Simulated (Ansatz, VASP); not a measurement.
# Cross-check of GaP between VASP and Ansatz, part 2 of 2

Aim: how closely do two programs agree when they are given the same cell, functional and k mesh? The cell is taken from a series of runs on this material, whose earlier steps may have relaxed, scaled, displaced or heated it; both programs get it as it stands.

VASP 6.6.1 and Ansatz 0.2.0.

So far: Set-up; Ansatz: zone-centre phonons, LDA, pair 1; VASP: zone-centre phonons, LDA, pair 1.

### 4. Differences

Known differences besides the potentials themselves: fixed occupations in Ansatz, narrow Gaussian smearing in VASP; the cutoff is 420 eV in Ansatz and 500 eV in VASP; VASP's log shows a relativistic correction to its local exchange, Ansatz's none. Total energies have different zeros and are not compared.

Both answers:

| quantity | Ansatz | VASP | difference |
| --- | --- | --- | --- |
| optical mode 1 (cm⁻¹) | 366.3 | 365.9 | +0.11 % |
| optical mode 2 (cm⁻¹) | 370.6 | 370.2 | +0.11 % |
| optical mode 3 (cm⁻¹) | 371.9 | 371.3 | +0.15 % |

Modes are paired by rising frequency, not by their patterns, so a pair may set unlike modes beside each other; they are those without the splitting of longitudinal modes.

### 5. VASP: zone-centre phonons, LDA, pair 2

Second derivatives magnify differences that forces hide, and they need a tight electronic threshold. The cell compared in this pair holds 38.97 Å³, against 38.75 Å³ for the pair before.

INCAR reads:

```
SYSTEM = GaP
PREC = Accurate
ENCUT = 500
EDIFF = 1E-08
NELM = 120
ISMEAR = 0
SIGMA = 0.01
LREAL = .FALSE.
ALGO = Normal
GGA = PW92
NBANDS = 15
LORBIT = 11
LWAVE = .FALSE.
LCHARG = .FALSE.
ISIF = 2
IBRION = 8
LASPH = .TRUE.
GGA_COMPAT = .FALSE.
EFERMI = MIDGAP
KPAR = 2
```

POSCAR reads:

```
GaP
1.0
   -0.0138283119      2.6825769466      2.7074761779
    2.6825769466     -0.0138283119      2.7074761779
    2.6687486348      2.6687486348      0.0000000000
P Ga
1 1
Direct
    0.7492557773      0.7492557773      0.7507442227
    0.0007442227      0.0007442227      0.9992557773
```

KPOINTS reads:

```
Automatic mesh
0
Gamma
12 12 12
0 0 0
```

Potentials, in the order of the species: P and Ga_d (LDA family, release 64).

Run with:

```console
$ mpirun -np 2 vasp_std
```

Numbers of over 12 decimals in the logs are rounded to 6 here.

Log:

```text
[banner, memory and clock lines left out]
running    2 mpi-ranks, on    1 nodes
[...]
[... a notice as in an earlier step ...]

 LDA part: xc-table for (Slater(with rela. corr.)+PW92), standard interpolation
 POSCAR, INCAR and KPOINTS ok, starting setup
[...]
entering main loop
       N       E                     dE             d eps       ncg     rms          rms(c)
DAV:   1     0.796097648224E+02    0.79610E+02   -0.89889E+03  8646   0.170E+03
DAV:   2    -0.455576153618E+01   -0.84166E+02   -0.80367E+02  9478   0.318E+02
DAV:   3    -0.106797502477E+02   -0.61240E+01   -0.61011E+01 10563   0.685E+01
DAV:   4    -0.107817473047E+02   -0.10200E+00   -0.10196E+00 10436   0.956E+00
[...]
DAV:  12    -0.104471670411E+02    0.20912E-06   -0.53144E-07 10708   0.796E-03    0.502E-03
DAV:  13    -0.104471670210E+02    0.20191E-07   -0.19358E-07 11095   0.444E-03    0.846E-04
DAV:  14    -0.104471670198E+02    0.11446E-08   -0.10901E-08  7415   0.139E-03
   1 F= -.10447167E+02 E0= -.10447167E+02  d E =0.000000E+00
[...]
RMM:  15    -0.165263209741E+00   -0.55802E-08   -0.16895E-07 45122   0.322E-05    0.272E-07
RMM:  16    -0.165263197923E+00    0.11818E-07   -0.64119E-08 35521   0.269E-05    0.203E-07
RMM:  17    -0.165263198232E+00   -0.30902E-09   -0.61172E-08 32762   0.246E-05    0.243E-07
 first order change of Fermi-energy  -0.11745E-04
 force on displaced ion       2 direction 1 : -10.597  -0.074   0.000
 Linear response progress:
  Degree of freedom:   4/  4
       N       E                     dE             d eps       ncg     rms          rms(c)
RMM:   1    -0.167215042837E+00   -0.16722E+00    0.11518E-01 10558   0.865E+00
RMM:   2    -0.165070180602E+00    0.21449E-02   -0.25760E-02 16102   0.142E+00    0.571E-02
RMM:   3    -0.165491306761E+00   -0.42113E-03   -0.39692E-03 16970   0.426E-01    0.436E-02
RMM:   4    -0.165347619601E+00    0.14369E-03   -0.65987E-04 17707   0.141E-01    0.142E-02
[...]
RMM:  11    -0.165338962928E+00    0.47433E-07   -0.99030E-08 18037   0.216E-04    0.500E-06
RMM:  12    -0.165338944616E+00    0.18312E-07   -0.36056E-08 18009   0.111E-04    0.156E-06
RMM:  13    -0.165338940191E+00    0.44249E-08   -0.39494E-08 17657   0.614E-05    0.740E-07
 first order change of Fermi-energy   0.15526E+01
 force on displaced ion       2 direction 3 :   0.000   0.000 -10.658
 Linear response finished
```

From OUTCAR (step 5):

```text
  Total        0.1913259      0.1913259      0.0104299      0.1810445     -0.0000000     -0.0000000
  in kB        7.8667768      7.8667768      0.4288483      7.4440352     -0.0000000     -0.0000000
  external PRESSURE =       5.3874673 kB  Pullay stress =       0.0000000 kB

 POSITION                                       TOTAL-FORCE (eV/Angst)
 -----------------------------------------------------------------------------------
      4.00312      4.00312      4.05718        -0.000000     -0.000000      0.000082
      2.66875      2.66875      0.00403         0.000000      0.000000     -0.000082
 -----------------------------------------------------------------------------------
    total drift:                               -0.000000     -0.000000     -0.000083

[... 1 part as in an earlier step ...]

[... 1 further part left out ...]
```

### 6. Ansatz: zone-centre phonons, LDA, pair 2

The same cell, functional (in two slightly different forms) and mesh now go to Ansatz, which takes its cutoff from its data sets.

The cell is taken from a series of runs on this material, whose earlier steps may have relaxed, scaled, displaced or heated it; both programs get it as it stands.

input.yaml reads:

```yaml
crystal:
  lattice:
    - [-0.0138283119, 2.6825769466, 2.7074761779]
    - [2.6825769466, -0.0138283119, 2.7074761779]
    - [2.6687486348, 2.6687486348, 0.0]
  atoms:
    - { symbol: P, position: [0.7492557773, 0.7492557773, 0.7507442227] }
    - { symbol: Ga, position: [0.0007442227, 0.0007442227, -0.0007442227] }
kpoints:
  mp_grid: { grid: [12, 12, 12] }
hamiltonian:
  xc: lda
  pseudopotentials: { kind: paw, azcp: { folder: soft_1 }, xc_functional: pbe }
scf:
  occupations: { method: fixed }
output:
  eigenvalues: true
phonons:
  method: dfpt
```

Run with:

```console
$ ansatz run input.yaml --threads 4 --pin off --max-ram 10240MiB --backend cpu --events-out ev --progress --plain --runs-dir out
```

Log:

```text
[...]
Crystal: 2 atoms, lattice volume = 38.966 Å³
Basis set: ecut = 420 eV, 745 PW (Γ), exchange–correlation on 54×54×54 points (8 copies of the dense FFT grid, shifted against one another)
Bands: 13, of which v1, the nominal top of the filled ones, is band 9 counted from 1 (8 counted from 0)
Symmetry: 4 space group operations
k-points: 476 of 1728 (irreducible under 2 space group operations, time reversal used)
[...]
k-point 1: bands = [... 5 lower, -5.3982, 6.4201, 7.1723, 7.1894, 9.6824, 11.2094, 11.2912, 11.3837]
  k-point 2: bands = [... 5 lower, -5.1165, 4.8804, 6.8961, 6.8977, 9.6896, 11.6207, 11.6847, 12.3863]
  k-point 475: bands = [... 5 lower, -2.3452, 0.2450, 4.4510, 4.5835, 8.7523, 9.0487, 18.0183, 18.0632]
[...]
ASR residual: 6.251e-5 → 0.000e0 eV/Å²; symmetrization residual: 1.757e-6 eV/Å²
  ASR residual per site (eV/Å²): 3.83e-5 6.25e-5
  Γ frequencies (cm⁻¹): 0.00 0.00 0.00 365.56 367.76 368.65
[...]
[key lines of the parts left out:]
SCF converged after 9 iterations
Free energy (F): -4433.770953 eV
Fermi energy:    7.378490 eV
```

### 7. Comparison

The two programs side by side:

| quantity | Ansatz | VASP | difference |
| --- | --- | --- | --- |
| optical mode 1 (cm⁻¹) | 365.6 | 365.2 | +0.11 % |
| optical mode 2 (cm⁻¹) | 367.8 | 367.4 | +0.09 % |
| optical mode 3 (cm⁻¹) | 368.6 | 368.1 | +0.14 % |

Modes are paired by rising frequency, not by their patterns, so a pair may set unlike modes beside each other; they are those without the splitting of longitudinal modes.

### 8. Results

```yaml
r_m_s_difference_of_the_optical_zone_centre_modes_each_program_s_sorted_by_frequency_zone_centre_phonons_lda_pair_1: 0.47 cm⁻¹
r_m_s_difference_of_the_optical_zone_centre_modes_each_program_s_sorted_by_frequency_zone_centre_phonons_lda_pair_2: 0.42 cm⁻¹
```

What this shows: The r.m.s. difference of the optical zone-centre modes, each program's sorted by frequency is 0.47 cm⁻¹ (zone-centre phonons, LDA, pair 1). How closely two codes agree says nothing of how well the functional describes the real material.

[Lines on the potential files, build, host, timing and source positions are cut from VASP's logs without a mark.]

[Logs are printed without paths, hosts, clocks, repeated set-up lines and the standing remarks that a program may print on its own settings, such as how far it seeks lower states.]

[Hosts, paths, dates, database ids (printed as entryN), source tags and the programs' standing remarks are cut or masked in the printed files.]
